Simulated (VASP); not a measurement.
# Ir in VASP: settings compared

The runs below take Ir through relaxation of the atoms, with optB88-vdW, vdW-DF-cx, rev-vdW-DF2, BEEF-vdW, PBE+D3.

Program: VASP 6.6.1. These are calculated values, not measurements. Logs are shortened: lines on timing, memory, paths and dates and some standing lists are left out, and cuts for length are marked.

## 1. The sheet as given

The cell holds a sheet with vacuum, 1 atom: a = 2.452 Å, b = 2.452 Å, c = 23.800 Å, α = 90.00°, β = 90.00°, γ = 90.00°.

The cell was built by a generator and needn't be a form met in nature.

## 2. Relaxation of the atoms, optB88-vdW

File INCAR:

```
AGGAC = 0.0
ALGO = Normal
DIPOL = 0.5 0.5 0.294
EDIFF = 1E-6
EDIFFG = -0.005
ENCUT = 520
GGA = BO
IBRION = 2
IDIPOL = 3
ISIF = 2
ISMEAR = -1
LASPH = True
LCHARG = False
LDIPOL = True
LREAL = False
LUSE_VDW = True
LWAVE = False
NELM = 80
NSW = 60
PARAM1 = 0.1833333333
PARAM2 = 0.22
PREC = Accurate
SIGMA = 0.05
```

File KPOINTS:

```
k-points
0
Gamma
  11 11 1
```

File POSCAR:

```
Ir
1.0
    2.4518400000      0.0000000000      0.0000000000
    0.0000000000      2.4518400000      0.0000000000
    0.0000000000      0.0000000000     23.8000000000
Ir
1
Selective dynamics
Direct
    0.0000000000      0.0000000000      0.2941200000  F F F
```

Potentials or basis: VASP PAW PBE potentials, release 64 (Ir).

Command:

```sh
$ cat potpaw_PBE.64/Ir/POTCAR > POTCAR
$ mpirun -np 1 vasp_std > vasp.out
```

OUTCAR:

```text
EDIFF = 1E-6
   EDIFFG = -0.005
   ENCUT = 520
   GGA = BO
   IBRION = 2
   ISIF = 2
   ISMEAR = -1
   LASPH = True
   LREAL = False
   NELM = 80
   NSW = 60
   PREC = Accurate

 ion  position               nearest neighbor table
   1  0.000  0.000  0.294-

  LATTYP: Found a simple tetragonal cell.
 ALAT       =     2.4518400000
 C/A-ratio  =     9.7069955625

  Lattice vectors:

 A1 = (   2.4518400000,   0.0000000000,   0.0000000000)
 A2 = (   0.0000000000,   2.4518400000,   0.0000000000)
 A3 = (   0.0000000000,   0.0000000000,  23.8000000000)

Analysis of symmetry for initial positions (statically):
=====================================================================
 Subroutine PRICEL returns:
 Original cell was already a primitive cell.

 Routine SETGRP: Setting up the symmetry group for a
 simple tetragonal supercell.

 Subroutine GETGRP returns: Found 16 space group operations
 (whereof  8 operations were pure point group operations)
 out of a pool of 16 trial point group operations.

The static configuration has the point symmetry C_4v.
 The point group associated with its full space group is D_4h.

Analysis of symmetry for dynamics (positions and initial velocities):
=====================================================================
 Subroutine PRICEL returns:
 Original cell was already a primitive cell.

 Routine SETGRP: Setting up the symmetry group for a
 simple tetragonal supercell.

 Subroutine GETGRP returns: Found 16 space group operations
 (whereof  8 operations were pure point group operations)
 out of a pool of 16 trial point group operations.

The dynamic configuration has the point symmetry C_4v.
 The point group associated with its full space group is D_4h.

Analysis of constrained symmetry for selective dynamics:
=====================================================================
 Subroutine PRICEL returns:
 Original cell was already a primitive cell.

 Routine SETGRP: Setting up the symmetry group for a
 simple tetragonal supercell.

 Subroutine GETGRP returns: Found 16 space group operations
 (whereof  8 operations were pure point group operations)
 out of a pool of 16 trial point group operations.

The constrained configuration has the point symmetry C_4v.
 The point group associated with its full space group is D_4h.

 Subroutine INISYM returns: Found 16 space group operations
 (whereof  8 operations are pure point group operations),
 and found     1 'primitive' translations

----------------------------------------------------------------------------------------

                                     Primitive cell

  volume of cell :     143.0742

  direct lattice vectors                    reciprocal lattice vectors
     2.451840000  0.000000000  0.000000000     0.407856956  0.000000000  0.000000000
     0.000000000  2.451840000  0.000000000     0.000000000  0.407856956  0.000000000
     0.000000000  0.000000000 23.800000000     0.000000000  0.000000000  0.042016807

  length of vectors
     2.451840000  2.451840000 23.800000000     0.407856956  0.407856956  0.042016807

  position of ions in fractional coordinates (direct lattice)
     0.000000000  0.000000000  0.294120000

  ion indices of the primitive-cell ions
   primitive index   ion index
                 1           1

----------------------------------------------------------------------------------------

 KPOINTS: k-points

Automatic generation of k-mesh.
 Grid dimensions read from file:
 generate k-points for:   11   11    1

 Generating k-lattice:

  Cartesian coordinates                     Fractional coordinates (reciprocal lattice)
     0.037077905  0.000000000  0.000000000     0.090909091  0.000000000  0.000000000
     0.000000000  0.037077905  0.000000000     0.000000000  0.090909091  0.000000000
     0.000000000  0.000000000  0.042016807     0.000000000  0.000000000  1.000000000

  Length of vectors
     0.037077905  0.037077905  0.042016807

  Shift w.r.t. Gamma in fractional coordinates (k-lattice)
     0.000000000  0.000000000  0.000000000

 Subroutine IBZKPT returns following result:
 ===========================================

 Found     21 irreducible k-points:

 Following reciprocal coordinates:
            Coordinates               Weight
  0.000000  0.000000  0.000000      1.000000
  0.090909  0.000000  0.000000      4.000000
  0.181818  0.000000  0.000000      4.000000
  0.272727  0.000000  0.000000      4.000000
  0.363636  0.000000  0.000000      4.000000
  0.454545  0.000000  0.000000      4.000000
[... 13 lines left out ...]
  0.454545  0.363636  0.000000      8.000000
  0.454545  0.454545  0.000000      4.000000
   k-points           NKPTS =     21   k-points in BZ     NKDIM =     21   number of bands    NBANDS=      8
   number of dos      NEDOS =    301   number of ions     NIONS =      1
   total plane-waves  NPLWV =  58320
   dimension x,y,z NGX =    18 NGY =   18 NGZ =  180
   dimension x,y,z NGXF=    36 NGYF=   36 NGZF=  360
   ions per type =               1
   NGX,Y,Z   is equivalent  to a cutoff of  12.20, 12.20, 12.57 a.u.
   NGXF,Y,Z  is equivalent  to a cutoff of  24.41, 24.41, 25.15 a.u.
 SYSTEM =  unknown system
   PREC   = accura    normal or accurate (medium, high low for compatibility)
   ISTART =      0    job   : 0-new  1-cont  2-samecut
   ICHARG =      2    charge: 1-file 2-atom 10-const
   ISPIN  =      1    spin polarized calculation?
   LNONCOLLINEAR =      F non collinear calculations
   LSORBIT =      F    spin-orbit coupling
   LASPH  =      T    aspherical Exc in radial PAW
   ENCUT  =  520.0 eV  38.22 Ry    6.18 a.u.   4.56  4.56 44.25*2*pi/ulx,y,z
   NELM   =     80;   NELMIN=  2; NELMDL= -5     # of ELM steps
   EDIFF  = 0.1E-05   stopping-criterion for ELM
   LREAL  =      F    real-space projection
   EDIFFG = -.5E-02   stopping-criterion for IOM
   NSW    =     60    number of steps for IOM
   IBRION =      2    ionic relax: 0-MD 1-quasi-New 2-CG
   NFREE  =      1    steps in history (QN), initial steepest desc. (CG)
   ISIF   =      2    stress and relaxation
   ISYM   =      2    0-nonsym 1-usesym 2-fastsym
   POTIM  = 0.5000    time-step for ionic-motion
   TEBEG  =    0.0;   TEEND  =   0.0 temperature during run
   PSTRESS=    0.0 pullay stress
   NELECT =       9.0000    total number of electrons
   NUPDOWN=      -1.0000    fix difference up-down
   EMIN   =  10.00;   EMAX   =-10.00  energy-range for DOS
   EFERMI =   0.00;   METHOD = LEGACY
   ISMEAR =    -1;   SIGMA  =   0.05  broadening in eV -4-tet -1-fermi 0-gaus
   EFERMI_NEDOS =   21; number of points for ismear=-14 and -15
   IALGO  =     38    algorithm
   IMIX   =      4    mixing-type and parameters
     AMIX     =   0.40;   BMIX     =  1.00
     AMIX_MAG =   1.60;   BMIX_MAG =  1.00
  volume/ion in A,a.u.               =     143.07       965.51
  Fermi-wavevector in a.u.,A,eV,Ry     =   0.651081  1.230365  5.767604  0.423907
  Thomas-Fermi vector in A             =   1.720567
   LORBIT       =      0    0 simple, 1 ext, 2 COOP (PROOUT), +10 PAW based schemes
   GGA     = BO    functional components
   LHFCALC =     F    Hartree Fock is set to
   AEXX    =    0.0000 exact exchange contribution
   IVDW_NL    =     1    kernel type
   BPARAM     = 6.3000
   IVDW    =     0    specifies the selected vdW correction
   LEPSILON=     F    determine dielectric tensor
   LRPA    =     F    only Hartree local field effects (RPA)
 conjugate gradient relaxation of ions
 non-spin polarized calculation
  energy-cutoff  :      520.00
  volume of cell :      143.07
 maximum number of plane-waves:      3933
   NGX =  9   NGY =  9   NGZ = 89

 number of electron       8.9999999 magnetization

 dipolmoment           0.000000      0.000000     -0.000000 electrons x Angstroem

 Free energy of the ion-electron system (eV)
  ---------------------------------------------------
  ext. energy  EPLUGINS =         0.00000000
  ---------------------------------------------------
  free energy    TOTEN  =        -4.01270897 eV

  energy without entropy =       -3.99727929  energy(sigma->0) =       -4.00499413

 E-fermi :  -4.6862     XC(G=0):  -3.9570

 val. band max:       -4.7058134097   @ k =   0.4545   0.2727   0.0000
 cond. band min:      -4.6729955779   @ k =   0.4545   0.3636   0.0000
 fundamental gap:      0.0328178318
 Fermi energy:        -4.6861729525

 k-point     1 :       0.0000    0.0000    0.0000
  band No.  band energies     occupation
      1     -12.3848      2.00000
      2     -11.0343      2.00000
      3      -7.2269      2.00000
      4      -3.9580      0.00000
      5      -3.9580      0.00000
      6      -3.4988      0.00000
      7      -2.5713      0.00000
      8      -2.1799      0.00000

 k-point     2 :       0.0909    0.0000    0.0000
  band No.  band energies     occupation
      1     -12.0678      2.00000
      2     -10.7522      2.00000
      3      -7.1144      2.00000
      4      -5.0334      1.99807
      5      -3.9190      0.00000
      6      -2.8972      0.00000
      7      -2.5650      0.00000
      8      -1.9779      0.00000

 k-point     3 :       0.1818    0.0000    0.0000
  band No.  band energies     occupation
      1     -11.4755      2.00000
      2      -9.6350      2.00000
      3      -6.7928      2.00000
      4      -6.3519      2.00000
      5      -3.8130      0.00000
      6      -3.6950      0.00000
      7      -1.4905      0.00000
      8      -1.3753      0.00000
[... 177 lines left out ...]
 k-point    20 :       0.4545    0.3636    0.0000
  band No.  band energies     occupation
      1     -10.6657      2.00000
      2      -7.8978      2.00000
      3      -7.1952      2.00000
      4      -4.6730      0.86898
      5      -2.9234      0.00000
      6       1.5837      0.00000
      7       4.9276      0.00000
      8       5.4456      0.00000

 k-point    21 :       0.4545    0.4545    0.0000
  band No.  band energies     occupation
      1     -11.1821      2.00000
      2      -7.7088      2.00000
      3      -7.6511      2.00000
      4      -4.4215      0.01001
      5      -0.8084      0.00000
      6       2.8995      0.00000
      7       4.5479      0.00000
      8       6.8046      0.00000

------------------------ aborting loop because EDIFF is reached ----------------------------------------

 vacuum level on the upper side and lower side of the slab       (xc-potential included)        -3.151        -2.613

  FORCE on cell =-STRESS in cart. coord.  units (eV):
  Direction    XX          YY          ZZ          XY          YZ          ZX
  --------------------------------------------------------------------------------------
  -------------------------------------------------------------------------------------
  Total        0.1404776      0.1404776     -0.0062317      0.0000000     -0.0000000      0.0000000
  in kB        1.5731007      1.5731007     -0.0697835      0.0000000     -0.0000000      0.0000000
  external PRESSURE =       1.0254726 kB  Pullay stress =       0.0000000 kB

 VOLUME and BASIS-vectors are now :
 -----------------------------------------------------------------------------
  energy-cutoff  :      520.00
  volume of cell :      143.07
      direct lattice vectors                 reciprocal lattice vectors
     2.451840000  0.000000000  0.000000000     0.407856956  0.000000000  0.000000000
     0.000000000  2.451840000  0.000000000     0.000000000  0.407856956  0.000000000
     0.000000000  0.000000000 23.800000000     0.000000000  0.000000000  0.042016807

 POSITION                                       TOTAL-FORCE (eV/Angst)
 -----------------------------------------------------------------------------------
      0.00000      0.00000      7.00006         0.000000      0.000000      0.000000
 -----------------------------------------------------------------------------------
    total drift:                               -0.000000      0.000000     -0.000018

  FREE ENERGIE OF THE ION-ELECTRON SYSTEM (eV)
  ---------------------------------------------------
  free  energy   TOTEN  =        -4.0127089733 eV

  energy  without entropy=       -3.9972792909  energy(sigma->0) =       -4.00499413

Total vdW correction in eV:      1.8700904

 reached required accuracy - stopping structural energy minimisation

 vacuum level on the upper side and lower side of the slab        -2.623        -2.433
```

Wall time 72 s (1 thread of AMD EPYC 9R45 (Zen 5), shared host); peak memory 0.51 GiB.

What came out:

```
Free energy            : -4.0127 eV
Band gap on the k mesh : none (metal or under the smearing width)
```

Final structure:
```cif
data_structure
_symmetry_space_group_name_H-M 'P 1'
_symmetry_Int_Tables_number 1
_cell_length_a 2.4518
_cell_length_b 2.4518
_cell_length_c 23.8000
_cell_angle_alpha 90.000
_cell_angle_beta 90.000
_cell_angle_gamma 90.000
_cell_volume 143.07
loop_
_atom_site_label
_atom_site_type_symbol
_atom_site_fract_x
_atom_site_fract_y
_atom_site_fract_z
_atom_site_occupancy
Ir1 Ir 0.00000 0.00000 0.29412 1
```

Caveat: the relaxation stopped at its first step, so nothing moved; the PAW data sets were made with another functional, which shifts forces and pressure a little. Spin-orbit coupling is left out, which matters for the levels of Ir.

## 3. Relaxation of the atoms, vdW-DF-cx

Edit INCAR of step 2 so:

```diff
@@ -6,3 +6,3 @@
 ENCUT = 520
-GGA = BO
+GGA = CX
 IBRION = 2
@@ -19,4 +19,2 @@
 NSW = 60
-PARAM1 = 0.1833333333
-PARAM2 = 0.22
 PREC = Accurate
```

KPOINTS is that of step 2.

POSCAR is that of step 2.

Potentials or basis: VASP PAW PBE potentials, release 64 (Ir).

Command:

```sh
$ cat potpaw_PBE.64/Ir/POTCAR > POTCAR
$ mpirun -np 1 vasp_std > vasp.out
```

OUTCAR:

```text
EDIFF = 1E-6
   EDIFFG = -0.005
   ENCUT = 520
   GGA = CX
   IBRION = 2
   ISIF = 2
   ISMEAR = -1
   LASPH = True
   LREAL = False
   NELM = 80
   NSW = 60
   PREC = Accurate

 ion  position               nearest neighbor table
   1  0.000  0.000  0.294-

  LATTYP: Found a simple tetragonal cell.
 ALAT       =     2.4518400000
 C/A-ratio  =     9.7069955625

  Lattice vectors:

 A1 = (   2.4518400000,   0.0000000000,   0.0000000000)
 A2 = (   0.0000000000,   2.4518400000,   0.0000000000)
 A3 = (   0.0000000000,   0.0000000000,  23.8000000000)
[... 432 lines left out ...]

  FORCE on cell =-STRESS in cart. coord.  units (eV):
  Direction    XX          YY          ZZ          XY          YZ          ZX
  --------------------------------------------------------------------------------------
  -------------------------------------------------------------------------------------
  Total       -0.7493942     -0.7493942     -0.0067644      0.0000000      0.0000000      0.0000000
  in kB       -8.3918885     -8.3918885     -0.0757497      0.0000000      0.0000000      0.0000000
  external PRESSURE =      -5.6198422 kB  Pullay stress =       0.0000000 kB

 VOLUME and BASIS-vectors are now :
 -----------------------------------------------------------------------------
  energy-cutoff  :      520.00
  volume of cell :      143.07
      direct lattice vectors                 reciprocal lattice vectors
     2.451840000  0.000000000  0.000000000     0.407856956  0.000000000  0.000000000
     0.000000000  2.451840000  0.000000000     0.000000000  0.407856956  0.000000000
     0.000000000  0.000000000 23.800000000     0.000000000  0.000000000  0.042016807

 POSITION                                       TOTAL-FORCE (eV/Angst)
 -----------------------------------------------------------------------------------
      0.00000      0.00000      7.00006         0.000000      0.000000      0.000000
 -----------------------------------------------------------------------------------
    total drift:                               -0.000000      0.000000     -0.000080

  FREE ENERGIE OF THE ION-ELECTRON SYSTEM (eV)
  ---------------------------------------------------
  free  energy   TOTEN  =        -4.3641942515 eV

  energy  without entropy=       -4.3486261409  energy(sigma->0) =       -4.35641020

Total vdW correction in eV:      1.8656535

 reached required accuracy - stopping structural energy minimisation

 vacuum level on the upper side and lower side of the slab         1.456         1.230
```

OSZICAR:

```text
N       E                     dE             d eps       ncg     rms          rms(c)
DAV:   1     0.654177072368E+02    0.65418E+02   -0.27812E+03   336   0.738E+02
DAV:   2    -0.235417249097E+01   -0.67772E+02   -0.60352E+02   528   0.166E+02
DAV:   3    -0.480506945728E+01   -0.24509E+01   -0.23190E+01   440   0.387E+01
DAV:   4    -0.482406674528E+01   -0.18997E-01   -0.18992E-01   416   0.419E+00
DAV:   5    -0.482429808487E+01   -0.23134E-03   -0.23133E-03   480   0.366E-01    0.984E+00
DAV:   6    -0.440175819243E+01    0.42254E+00   -0.16983E+00   504   0.147E+01    0.447E+00
DAV:   7    -0.436804770575E+01    0.33710E-01   -0.95711E-02   576   0.335E+00    0.159E+00
DAV:   8    -0.436394892706E+01    0.40988E-02   -0.67058E-03   544   0.107E+00    0.905E-02
DAV:   9    -0.436400036598E+01   -0.51439E-04   -0.15297E-04   528   0.119E-01    0.280E-02
DAV:  10    -0.436411333658E+01   -0.11297E-03   -0.79647E-05   456   0.585E-02    0.547E-03
DAV:  11    -0.436414192325E+01   -0.28587E-04   -0.79968E-06   432   0.160E-02    0.284E-03
DAV:  12    -0.436415126226E+01   -0.93390E-05   -0.14404E-06   472   0.836E-03    0.174E-03
DAV:  13    -0.436417871251E+01   -0.27450E-04   -0.11234E-05   360   0.139E-02    0.730E-04
DAV:  14    -0.436418979497E+01   -0.11082E-04   -0.31627E-06   384   0.691E-03    0.654E-04
DAV:  15    -0.436419391073E+01   -0.41158E-05   -0.17871E-06   352   0.474E-03    0.251E-04
DAV:  16    -0.436419425154E+01   -0.34081E-06   -0.29482E-08   360   0.106E-03
   1 F= -.43641943E+01 E0= -.43564102E+01  d E =-.436419E+01
```

Run time: 58 s. Hardware: 1 thread of AMD EPYC 9R45 (Zen 5), shared host; peak memory 0.51 GiB.

What came out:

```
Free energy            : -4.3642 eV
Band gap on the k mesh : none (metal or under the smearing width)
```

Final structure:
```
Ir
1.0
     2.45184    0.00000    0.00000
     0.00000    2.45184    0.00000
     0.00000    0.00000   23.80000
Ir
1
Direct
  0.00000 0.00000 0.29412
```

Caveat: the relaxation stopped at its first step, so nothing moved; the PAW data sets were made with another functional, which shifts forces and pressure a little.

(Continued in part 2 of 2.)
